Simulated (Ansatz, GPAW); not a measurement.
# Geometry or basis: what sets the conductance of a Rh chain with two B atoms in line

How well does a Rh chain with two B atoms in line conduct once its atoms have relaxed, and how much do cheaper levels lose?

Program: GPAW 26.7.0 and Ansatz 0.2.0. Level of theory: Ansatz plane waves; relaxation of the junction with the lead ends held; PAW set soft_1, in the first sound run; inputs show where later runs differ. Results are calculated unless marked as measured.

Report form: the programs' logs are mostly left out.

### Step 1. Set-up

The cell holds 18 atoms: 16 Rh and 2 B. Its edges and angles: a = 9.000 Å, b = 9.000 Å, c = 39.857 Å, α = 90.0°, β = 90.0°, γ = 90.0°. Regions: left lead, 8 atoms (8 Rh); channel, 2 atoms (2 B); right lead, 8 atoms (8 Rh). Vacuum lies along a and b. The structure is stacked along c, and the current runs across the ab planes.

### Step 2. Relaxing the atoms

Transmission follows bond lengths closely, so the atoms between the held lead ends are relaxed first, from a slightly shaken start that lets symmetry break.

input.yaml reads:

```yaml
crystal:
  lattice:
    - [9.0, 0.0, 0.0]
    - [0.0, 9.0, 0.0]
    - [0.0, 0.0, 39.8568]
  atoms:
    - { symbol: Rh, position: [0.5, 0.5, 0.0288532948] }
    - { symbol: Rh, position: [0.5, 0.5, 0.0865598844] }
    - { symbol: Rh, position: [0.5, 0.5, 0.144266474] }
    - { symbol: Rh, position: [0.5, 0.5, 0.2019730636] }
    - { symbol: Rh, position: [0.5, 0.5, 0.2596796532] }
    - { symbol: Rh, position: [0.5, 0.5, 0.3173862427] }
    - { symbol: Rh, position: [0.4985588666, 0.4962330108, 0.3756000309] }
    - { symbol: Rh, position: [0.4963072847, 0.5067130519, 0.4334949961] }
    - { symbol: B, position: [0.4988024569, 0.5019017191, 0.4817684228] }
    - { symbol: B, position: [0.5094465647, 0.4969224511, 0.520246287] }
    - { symbol: Rh, position: [0.5017258021, 0.4990681632, 0.5680226698] }
    - { symbol: Rh, position: [0.5016892477, 0.5035874695, 0.6245113263] }
    - { symbol: Rh, position: [0.5, 0.5, 0.6826137573] }
    - { symbol: Rh, position: [0.5, 0.5, 0.7403203468] }
    - { symbol: Rh, position: [0.5, 0.5, 0.7980269364] }
    - { symbol: Rh, position: [0.5, 0.5, 0.855733526] }
    - { symbol: Rh, position: [0.5, 0.5, 0.9134401156] }
    - { symbol: Rh, position: [0.5, 0.5, 0.9711467052] }
kpoints:
  mp_grid: { grid: [1, 1, 2] }
hamiltonian:
  xc: pbe
  pseudopotentials: { kind: paw, azcp: { folder: soft_1 } }
scf:
  occupations: { method: fermi_dirac, width: 0.1 }
relax:
  f_tol: 0.03
  max_steps: 80
  constraints: [{ sites: [0, 1, 2, 3, 4, 5, 12, 13, 14, 15, 16, 17] }]
```

The run is started by

```
ansatz run input.yaml --threads 4 --pin off --max-ram 8192MiB --backend cpu --events-out ev --progress --plain --runs-dir out
```

The job ended after 2.5 min (4 threads of Intel Xeon Platinum 8488C (Sapphire Rapids), shared host; peak memory 4.8 GiB).

Step by step:

```tsv
step	energy less that of the first step (eV)	largest force component (eV/Å)
1	0.0000	3.3259
2	-0.2015	1.7516
3	-0.5922	0.7713
4	-0.9166	0.8890
5	-1.1329	0.5844
6	-1.1862	0.2699
7	-1.2027	0.0564
8	-1.2070	0.0231
9	-1.1847	0.5965
10	-1.2083	0.0408
11	-1.2092	0.0673
12	-1.2096	0.0250
13	-1.2096	0.0250
14	-1.2099	0.0173
15	-1.2099	0.0159
```

Relaxation step 9 was tried and not accepted.

The atoms that moved most (Å):

```tsv
atom	dx	dy	dz	length
Rh11	-0.277	-0.723	-0.137	0.786
Rh8	0.292	0.667	0.100	0.735
Rh12	0.093	0.249	0.036	0.269
Rh7	-0.084	-0.240	-0.040	0.257
B9	0.050	0.097	-0.135	0.174
B10	-0.126	-0.084	0.080	0.171
```

The relaxed structure:

```cif
data_structure
_symmetry_space_group_name_H-M 'P 1'
_symmetry_Int_Tables_number 1
_cell_length_a 9.0000
_cell_length_b 9.0000
_cell_length_c 39.8568
_cell_angle_alpha 90.000
_cell_angle_beta 90.000
_cell_angle_gamma 90.000
_cell_volume 3228.40
loop_
_atom_site_label
_atom_site_type_symbol
_atom_site_fract_x
_atom_site_fract_y
_atom_site_fract_z
_atom_site_occupancy
Rh1 Rh 0.50000 0.50000 0.02885 1
Rh2 Rh 0.50000 0.50000 0.08656 1
Rh3 Rh 0.50000 0.50000 0.14427 1
Rh4 Rh 0.50000 0.50000 0.20197 1
Rh5 Rh 0.50000 0.50000 0.25968 1
Rh6 Rh 0.50000 0.50000 0.31739 1
Rh7 Rh 0.48927 0.46956 0.37460 1
Rh8 Rh 0.52880 0.58079 0.43600 1
B9 B 0.50439 0.51272 0.47838 1
B10 B 0.49545 0.48754 0.52224 1
Rh11 Rh 0.47091 0.41875 0.56459 1
Rh12 Rh 0.51199 0.53130 0.62542 1
Rh13 Rh 0.50000 0.50000 0.68261 1
Rh14 Rh 0.50000 0.50000 0.74032 1
Rh15 Rh 0.50000 0.50000 0.79803 1
Rh16 Rh 0.50000 0.50000 0.85573 1
Rh17 Rh 0.50000 0.50000 0.91344 1
Rh18 Rh 0.50000 0.50000 0.97115 1
```

This step gave:

```
free energy         : -102704.1692 eV
smearing term TS    : 1.574 eV
symmetry operations : 1
```

The relaxation lowered the energy of the cell by 1.21 eV.

### Step 3. Plane-wave reference (PBE)

Plane waves give the reference curve, free of the bias of atom-centred orbitals.

This step: Ansatz plane waves; Landauer transmission by layers, zero bias; PAW set soft_1 (Ansatz 0.2.0).

input.yaml reads:

```yaml
crystal:
  lattice:
    - [9.0, 0.0, 0.0]
    - [0.0, 9.0, 0.0]
    - [0.0, 0.0, 39.8568]
  atoms:
    - { symbol: Rh, position: [0.5, 0.5, 0.0288532948] }
    - { symbol: Rh, position: [0.5, 0.5, 0.0865598844] }
    - { symbol: Rh, position: [0.5, 0.5, 0.144266474] }
    - { symbol: Rh, position: [0.5, 0.5, 0.2019730636] }
    - { symbol: Rh, position: [0.5, 0.5, 0.2596796532] }
    - { symbol: Rh, position: [0.5, 0.5, 0.3173862427] }
    - { symbol: Rh, position: [0.489271527, 0.4695627846, 0.3745994414] }
    - { symbol: Rh, position: [0.5287998372, 0.5807889231, 0.4359951008] }
    - { symbol: B, position: [0.5043934125, 0.5127168774, 0.4783807747] }
    - { symbol: B, position: [0.495454117, 0.487535524, 0.5222441223] }
    - { symbol: Rh, position: [0.4709148402, 0.4187488747, 0.5645933992] }
    - { symbol: Rh, position: [0.5119936122, 0.5313026919, 0.625424359] }
    - { symbol: Rh, position: [0.5, 0.5, 0.6826137573] }
    - { symbol: Rh, position: [0.5, 0.5, 0.7403203468] }
    - { symbol: Rh, position: [0.5, 0.5, 0.7980269364] }
    - { symbol: Rh, position: [0.5, 0.5, 0.855733526] }
    - { symbol: Rh, position: [0.5, 0.5, 0.9134401156] }
    - { symbol: Rh, position: [0.5, 0.5, 0.9711467052] }
kpoints:
  mp_grid: { grid: [1, 1, 2] }
hamiltonian:
  xc: pbe
  pseudopotentials: { kind: paw, azcp: { folder: soft_1 } }
scf:
  occupations: { method: fermi_dirac, width: 0.1 }
output:
  transmission:
    leads: [[0, 1]]
    e_range: [-2, 2]
    de: 0.025
    kmesh: [1, 1]
    reduced_basis: true
  write_potential: true
  write_density: true
  volumetric_format: npy
  elf: true
```

The job ended after 1.9 min (4 threads; peak memory 5 GiB; 5.3 min of CPU time).

This step gave:

| Item | Value |
| --- | --- |
| free energy | -102704.1695 eV |
| lead level | 0 eV from the Fermi level |
| transmission at the Fermi level (one spin) | 0.9984 |
| open channels of the lead at the Fermi level (one spin) | 4 |
| step of the potential along the lead | 13.4 meV |
| offset of the lead | 0 Å |
| filling of the lead less its bulk value, in size | 66.5 meV |
| conductance | 0.9973 G₀ |

One spin. Table of transmission, zone mean by energy, zero at the Fermi level:

energy (eV), transmission, zone mean and a bar:
```
   -2.000       0.94 ####################
   -1.925       1.40 ##############################
   -1.900       1.39 ##############################
   -1.850       0.90 ###################
   -1.800       0.58 ############
   -1.700       0.35 ######
   -1.600       0.27 #####
   -1.500       0.23 ####
   -1.400       0.21 ###
   -1.300       0.21 ###
   -1.200       0.23 ####
   -1.100       0.20 ###
   -1.000       0.23 ####
   -0.900       0.28 #####
   -0.800       0.23 ####
   -0.700       0.22 ###
   -0.600       0.30 #####
   -0.500       0.63 #############
   -0.400       1.04 ######################
   -0.325       1.09 #######################
   -0.300       1.09 #######################
   -0.200       1.09 #######################
   -0.100       1.03 ######################
    0.000       1.00 #####################
    0.100       0.99 #####################
    0.200       0.96 ####################
    0.300       0.94 ####################
    0.400       0.92 ###################
    0.500       0.91 ###################
    0.600       0.91 ###################
    0.700       0.91 ###################
    0.800       0.93 ####################
    0.900       0.97 ####################
    1.000       1.02 ######################
    1.075       1.05 ######################
    1.100       1.02 ######################
    1.200       0.08 
    1.300       0.06 
    1.400       0.14 ##
    1.500       0.18 ###
    1.600       0.20 ###
    1.700       0.22 ####
    1.800       0.22 ####
    1.900       0.23 ####
    2.000       0.23 ####
```

One spin. The open channels, zone mean by energy, zero at the Fermi level:

```tsv
energy (eV)	open channels, zone mean
-2.000	3
-1.800	3
-1.600	3
-1.400	3
-1.200	5
-1.000	5
-0.800	6
-0.600	6
-0.400	6
-0.200	6
0.000	4
0.200	4
0.400	4
0.600	4
0.800	4
1.000	3
1.200	1
1.400	1
1.600	1
1.800	1
2.000	1
```

Crystal 0, spin -, k parallel (0, 0); distinct values, listed up to 1.5 1/Å. Table of Im kz of the slowest decaying states by energy, zero at the Fermi level:

```tsv
energy (eV)	decay 1 (Å⁻¹)	decay 2 (Å⁻¹)	decay 3 (Å⁻¹)	decay 4 (Å⁻¹)
-2.0000	0.595	0.688	0.689	1.31
-1.7500	0.524	0.574	0.575	1.29
-1.5000	0.417	0.418	0.441	1.26
-1.2500	0.0622	0.0675	0.339	1.24
-1.0000	0.188	1.21	1.25	1.36
-0.7500	1.18	1.18	1.22	1.33
-0.5000	1.15	1.20	1.31	1.44
-0.2500	1.13	1.17	1.28	1.42
0.0000	0.219	0.219	1.10	1.14
0.2500	0.419	0.419	1.07	1.07
0.5000	0.535	0.535	1.04	1.08
0.7500	0.619	1.01	1.01	1.05
1.0000	0.0555	0.685	0.685	0.981
1.2500	0.0656	0.0666	0.203	0.739
1.5000	0.133	0.133	0.279	0.784
1.7500	0.165	0.165	0.336	0.823
2.0000	0.181	0.181	0.382	0.856
```

Crystal 0, spin -, k parallel (0, 0). Re kz of states that move upwards against energy, zero at the Fermi level:

```tsv
energy (eV)	channel 1 (Å⁻¹)	channel 2 (Å⁻¹)	channel 3 (Å⁻¹)	channel 4 (Å⁻¹)	channel 5 (Å⁻¹)	channel 6 (Å⁻¹)
-2.0000	-0.720	-0.720	0.678	-	-	-
-1.7500	-0.668	-0.668	0.709	-	-	-
-1.5000	-0.618	-0.618	0.741	-	-	-
-1.2500	-0.570	-0.570	0.773	-	-	-
-1.0000	-0.523	-0.522	0.432	0.433	0.807	-
-0.7500	-0.476	-0.476	0.210	0.640	0.641	0.843
-0.5000	-0.430	-0.430	0.350	0.829	0.830	0.882
-0.2500	-0.384	-0.383	0.447	0.924	1.04	1.04
0.0000	-0.337	-0.336	0.524	0.971	-	-
0.2500	-0.288	-0.288	0.590	1.03	-	-
0.5000	-0.237	-0.236	0.646	1.09	-	-
0.7500	-0.181	-0.180	0.696	1.18	-	-
1.0000	-0.112	-0.111	0.740	-	-	-
1.2500	0.779	-	-	-	-	-
1.5000	0.815	-	-	-	-	-
1.7500	0.849	-	-	-	-	-
2.0000	0.880	-	-	-	-	-
```

The electrostatic potential energy of an electron (with the applied field's), less the Fermi level, planar mean oscillates, so the rows of the table below give means over windows of 2.21 Å about each position, cut where the curve ends. Its first 14 maxima inside the range that stand out by 2 % of the span (Å: eV): 2.4: 4.88, 4.6: 4.89, 6.9: 4.88, 9.2: 4.87, 11.5: 4.86, 13.7: 4.77, 16.1: 4.62, 18.5: 4.49, 19.9: 4.62, 21.6: 4.49, 23.8: 4.61, 26.1: 4.77, 28.3: 4.86, 30.7: 4.86. Its first 14 minima: 1.2: 3.07, 3.4: 3.07, 5.8: 3.06, 8.1: 3.06, 10.3: 3.05, 12.7: 3.00, 14.9: 2.87, 17.4: 2.85, 19.0: 3.94, 20.8: 3.94, 22.6: 2.86, 24.9: 2.87, 27.2: 3.00, 29.5: 3.05.

Table of electrostatic potential energy of an electron (with the applied field's), less the Fermi level, planar mean by z; means over each step:

```tsv
z (Å)	electrostatic potential energy of an electron (with the applied field's), less the Fermi level, planar mean (eV)
1.10	3.95
3.31	3.95
5.53	3.95
7.73	3.95
9.95	3.95
12.16	3.92
14.37	3.83
16.57	3.83
18.79	4.13
21.00	4.19
23.21	3.79
25.41	3.81
27.62	3.91
29.84	3.94
32.04	3.94
34.25	3.95
36.46	3.95
38.67	3.92
```

The valence density, planar mean oscillates, so the rows of the table below give means over windows of 2.36 Å about each position, cut where the curve ends. Its first 14 maxima inside the range that stand out by 2 % of the span (Å: e/Å³): 1.2: 0.199, 3.4: 0.197, 5.8: 0.199, 8.1: 0.196, 10.3: 0.199, 12.7: 0.198, 14.9: 0.198, 17.4: 0.197, 22.4: 0.196, 24.9: 0.198, 27.2: 0.198, 29.5: 0.199, 31.7: 0.196, 34.1: 0.199. Its first 14 minima: 2.4: 0.0222, 4.6: 0.0219, 6.9: 0.0219, 9.2: 0.0220, 11.5: 0.0222, 13.7: 0.0230, 16.1: 0.0159, 19.9: 0.0194, 23.8: 0.0163, 26.1: 0.0230, 28.3: 0.0222, 30.7: 0.0220, 32.9: 0.0219, 35.3: 0.0219.

Table of valence density, planar mean by z; means over each step:

```tsv
z (Å)	valence density, planar mean (e/Å³)
1.18	0.0895
3.54	0.0895
5.90	0.0896
8.26	0.0896
10.62	0.0898
12.98	0.0901
15.34	0.0875
17.70	0.0922
20.06	0.0216
22.42	0.0916
24.78	0.0887
27.14	0.0896
29.50	0.0895
31.86	0.0895
34.22	0.0896
36.58	0.0896
38.94	0.103
```

Electrostatic potential energy in the cb plane at fractional x = 0.489, with atoms of Rh and B within 0.2 Å of it. With pseudopotentials it is smooth inside the atoms' cores, unlike the true potential.

Ten even steps from '0' (-65 eV) to '9' (2 eV), each cell a mean:
```
99999999999999999999999999999999999999999999
99999999999999999999999999999999999999999999
99999999999999999999999999999999999999999999
99999999999999999999999999999999999999999999
99999999999999999999999999999999999999999999
99999999999999999999999999999999999999999999
99999999999999999999999999999999999999999999
99999999999999999987689999999999999999999999
99999999999999999852137999999999999999987789
55799755789988899730016877899899999999841148
00477300268743578730026534787568999999610016
00166100057400048864357422574236755688610016
00277200157200038998888644774236410268842247
23688532478400158999999878886566200048987789
78899887899754579999999999999888300058999999
99999999999988899999999999999999732479999999
99999999999999999999999999999999988899999999
99999999999999999999999999999999999999999999
99999999999999999999999999999999999999999999
99999999999999999999999999999999999999999999
99999999999999999999999999999999999999999999
99999999999999999999999999999999999999999999
99999999999999999999999999999999999999999999
99999999999999999999999999999999999999999999
```
Columns run along c (16.0 Å, from fractional 0.26 to 0.66 of the cell; values clipped at the 3rd and 97th percentile), rows up along b (9.0 Å). Atoms in or near the plane, at fractional coordinates: Rh at (0.26, 0.50), Rh at (0.32, 0.50), Rh at (0.37, 0.47), B at (0.48, 0.51), B at (0.52, 0.49), Rh at (0.56, 0.42).

ELF in the cb plane at fractional x = 0.489, with atoms of Rh and B within 0.2 Å of it. It is the smooth field of the valence electrons, not physical close to the nuclei.

Ten even steps from '0' (0.00) to '9' (0.96), each cell a mean:
```
00000000000000000000000000000000000000000000
00000000000000000000000000000000000000000000
00000000000000000000000000000000000000000000
00000000000000000000000000000000000000000000
00000000000000000000000000000000000000000000
00011110000000000001110000000000000000000110
11111111111111100011211111000001100000011111
11122111112211110123432233211123211100111221
22222222222222221146653465444455422211123322
44222244322222321256754676777667632221246642
66422466532345432256654733898468522232367753
77533577632467642235546612997137444332357753
77533577632577742233237735996046466532246543
65322355422467641222247766886475477641233322
33222233222345421122246655665664467641122222
22122211122222211111124432224542355420122222
11111111111111110000011110011221123210011111
11111111111111100000000000000111111100001111
00000000000000000000000000000000011000000000
00000000000000000000000000000000000000000000
00000000000000000000000000000000000000000000
00000000000000000000000000000000000000000000
00000000000000000000000000000000000000000000
00000000000000000000000000000000000000000000
```
Columns run along c (16.0 Å, from fractional 0.26 to 0.66 of the cell), rows up along b (9.0 Å). Atoms in or near the plane, at fractional coordinates: Rh at (0.26, 0.50), Rh at (0.32, 0.50), Rh at (0.37, 0.47), B at (0.48, 0.51), B at (0.52, 0.49), Rh at (0.56, 0.42).

Valence density in the cb plane at fractional x = 0.489, with atoms of Rh and B within 0.2 Å of it. It is the smooth field of the valence electrons, not physical close to the nuclei.

Ten steps, logarithmic in the rise over the least value, from '0' (0 e/Å³) to '9' (13 e/Å³), each cell a mean:
```
00000000000000000000000000000000000000000000
00000000000000000000000000000000000000000000
00000000000000000000000000000000000000000000
00000000000000000000000000000000000000000000
00000000000000000000000000000000000000000000
00000000000000000000000000000000000000000000
00000000000000000011110000000000000000000000
00000000000000000124432100000000000000011110
22111122111111111257763221100000000000134432
55322355422223222368975332222211111111367763
88633688743466632368875433333333222222479974
99744799854689853346654433444334455432479974
99744799854799963223333333344344688753367763
77533577533689852111112222223344799863234432
33211233222356531000000111111234689852111111
11100111111122210000000000000112467531000000
00000000000000000000000000000001233210000000
00000000000000000000000000000000011000000000
00000000000000000000000000000000000000000000
00000000000000000000000000000000000000000000
00000000000000000000000000000000000000000000
00000000000000000000000000000000000000000000
00000000000000000000000000000000000000000000
00000000000000000000000000000000000000000000
```
Columns run along c (16.0 Å, from fractional 0.26 to 0.66 of the cell), rows up along b (9.0 Å). Atoms in or near the plane, at fractional coordinates: Rh at (0.26, 0.50), Rh at (0.32, 0.50), Rh at (0.37, 0.47), B at (0.48, 0.51), B at (0.52, 0.49), Rh at (0.56, 0.42).

T at the Fermi level is 0.998 of 4 open channels a spin.

[end of part 1 of 2]

[Logs are printed without paths, hosts, clocks, repeated set-up lines and the standing remarks that a program may print on its own settings, such as how far it seeks lower states.]

[Hosts, paths, dates, database ids (printed as entryN), source tags and the programs' standing remarks are cut or masked in the printed files.]
